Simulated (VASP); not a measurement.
CdSe (Cadmoselite):

```xyz
4
Lattice="4.3000 0.0000 0.0000 -2.1500 3.7239 0.0000 0.0000 0.0000 7.0200" Properties=species:S:1:pos:R:3 pbc="T T T"
Cd    0.0000    2.4826    0.0000
Cd    2.1500    1.2413    3.5100
Se    0.0000    2.4826    2.7027
Se    2.1500    1.2413    6.2127
```

* Program: VASP 6.6.1
* Task: relaxation of cell and atoms
* Functional: PBE
* Potentials or basis: VASP PAW PBE potentials, release 64 (Cd, Se)
* Cutoff: 600 eV
* k mesh: 9 × 9 × 4
* Occupations: gaussian, width 0.03 eV
* Spin: no spin polarisation

At the start: pressure 3.3 GPa; volume 28.10 Å³/atom.

**Question.** Where does the relaxation end?

**Answer.** Over 9 steps the energy falls by 21.9 meV/atom and the volume is 29.90 Å³/atom (+6.4 %); space group P6_3mc (No. 186, to 0.05 Å).

Step by step:
```tsv
step	energy change (eV)	largest force (eV/Å)	pressure (GPa)	volume (Å³)
1	0.0000	0.2908	3.29	112.41
2	-0.0773	0.0487	-0.86	122.04
3	-0.0835	0.0922	-0.09	119.80
4	-0.0835	0.0953	-0.01	119.65
5	-0.0848	0.0650	0.04	119.49
6	-0.0857	0.0135	0.14	119.23
7	-0.0868	0.0095	0.02	119.52
8	-0.0874	0.0029	-0.14	119.97
9	-0.0877	0.0071	0.01	119.58
```

Final structure:
```yaml
crystal:
  lattice:
    - [4.38945, 0.00000, 0.00000]
    - [-2.19473, 3.80138, 0.00000]
    - [0.00000, 0.00000, 7.16659]
  atoms:
    - { symbol: Cd, position: [0.33333, 0.66667, 0.00453] }
    - { symbol: Cd, position: [0.66667, 0.33333, 0.50453] }
    - { symbol: Se, position: [0.33333, 0.66667, 0.38047] }
    - { symbol: Se, position: [0.66667, 0.33333, 0.88047] }
```
